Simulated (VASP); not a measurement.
A run of VASP 6.6.1 is set up as follows.

File INCAR:

```
ALGO = Normal
EDIFF = 1E-7
ENCUT = 520
GGA = PE
ISIF = 2
ISMEAR = -1
LASPH = True
LCHARG = True
LELF = True
LREAL = False
LVHAR = True
LWAVE = False
NBANDS = 18
NELM = 60
PREC = Accurate
SIGMA = 0.05
```

The input KPOINTS:

```
k-points
0
Gamma
  8 1 6
```

Contents of POSCAR:

```
P
1.0
    3.2837277200      0.0000000000      0.0000000000
    0.0000000000     34.8570309900      0.0000000000
    0.0000000000      0.0000000000      4.6320847100
P
4
Direct
    0.5012240000      0.9711420000      0.9154370000
    0.4966880000      0.0305910000      0.0847350000
    0.0075000000      0.0287940000      0.4114240000
   -0.0118830000      0.9699380000      0.5999270000
```

Potentials or basis: VASP PAW PBE potentials, release 64 (P).

The run is started by

```sh
$ cat potpaw_PBE.64/P/POTCAR > POTCAR
$ mpirun -np 1 vasp_std > vasp.out
```

(1) Predict the band gap on the k mesh.

(2) What does it give for the largest force?

## Answers

(1) 1.09 eV, direct.

(2) 0.776 eV/Å.
